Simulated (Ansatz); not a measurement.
The calculation used DFT PBE, scalar-relativistic, plane waves, PAW in Ansatz 0.2.0. Settings: cutoff 420 eV, Γ-centred meshes spaced at most about 0.3 Å⁻¹, and about 0.25 Å⁻¹ or finer for metals (2π included), Gaussian smearing. No spin polarisation.

The zero of energy is the elements' standard structures at the same level; no fitted shifts are applied.

All energies are static (0 K, no zero-point motion). Larger cells and other orderings weren't all tried, so the list isn't exhaustive.

A search for Al₄Cu gave 10 distinct relaxed structures. Coordination counts all near atoms (those within 1.25 times the shortest distance at each site; a plus sign parts nearer from farther groups; a slash parts the counts of unlike sites). Cells relaxed within their symmetry can be saddle points.

Problem. Which structure of Al₄Cu came out lowest?

Solution. The one with Al and Cu ordered on fcc sites, space group I4/mmm (No. 139), reached from: Al and Cu ordered on bcc sites. It has a = 2.833 Å, c = 19.113 Å, 15.3 Å³/atom, no gap on the mesh. Al on its first site is surrounded by 4 Cu at 2.62 Å, 8 Al at 2.83–2.88 Å and 1 Al at 3.37 Å; around Al on its second site lie 12 Al at 2.83–2.88 Å; around Cu lie 8 Al at 2.62 Å and 4 Cu at 2.83 Å. Its energy over the elements is −0.07 eV/atom. It lies below the elements, which doesn't yet make it stable against other compounds or structures. An observed structure of this formula, if there is one, may be missing.

Space group I4/mmm (No. 139). a = 2.833 Å, b = 2.833 Å, c = 19.113 Å, α = 90.00°, β = 90.00°, γ = 90.00°
```
atom  site  symmetry       x       y       z
  Al    4e       4mm  0.5000  0.5000  0.0880
  Al    4e       4mm  0.0000  0.0000  0.1961
  Cu    2a     4/mmm  0.0000  0.0000  0.0000
```

Problem. How much higher is the Cmmm structure with 17.5 Å³/atom and coordination Al 1+6/8, Cu 8 (reached from: OsCl4 type (Cmmm))?

Solution. 162 meV/atom. It has no gap on its mesh.

Problem. How much higher is the Immm structure with 17.2 Å³/atom and coordination Al 8, Cu 10 (reached from: CrB4 type (Immm))?

Solution. 97 meV/atom. It has no gap on its mesh.

Some types were kept out of the candidates beforehand, so the set may lack a known form.
